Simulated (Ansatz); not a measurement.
The system is Cu.

```
Cu
1.0
     0.00000    1.80750    1.80750
     1.80750    0.00000    1.80750
     1.80750    1.80750    0.00000
Cu
1
Direct
  0.00000 0.00000 0.00000
```

- Program: Ansatz 0.2.0
- Task: relaxation of cell and atoms
- Functional: PBEsol
- Dispersion: D3(BJ)
- Potentials or basis: Ansatz PAW
- Cutoff: 420 eV (not typed: the program's choice for these potentials)
- k mesh: 13 × 13 × 13
- Occupations: fermi-dirac, width 0.05 eV
- Spin: no spin polarisation

At the start: volume 11.81 Å³/atom.

Q: How do energy, volume and symmetry change on relaxing?

A: It ends after 8 steps and the volume is 10.81 Å³/atom (-8.5 %); space group Fm-3m (No. 225, to 0.05 Å).

Step by step:
```csv
step,energy change (eV),largest force (eV/Å),volume (Å³)
1,0.0000,0.0000,11.81
2,-0.0369,0.0000,11.26
3,-0.0476,0.0000,10.71
4,-0.0480,0.0000,10.81
5,-0.0480,0.0000,10.80
6,-0.0471,0.0000,10.80
7,-0.0471,0.0000,10.81
8,-0.0471,0.0000,10.81
```

Final structure:
```xyz
1
Lattice="0.0000 1.7548 1.7548 1.7548 0.0000 1.7548 1.7548 1.7548 0.0000" Properties=species:S:1:pos:R:3 pbc="T T T"
Cu    0.0000    0.0000    0.0000
```

Caveat: the plane-wave basis is chosen anew once the cell has moved, so the energies of steps on either side of that aren't comparable; pairwise dispersion overbinds metals, which lowers pressure and volume; the PAW data sets come from PBE, with cores solved anew for the run's functional, which leaves a small shift of forces and pressure.
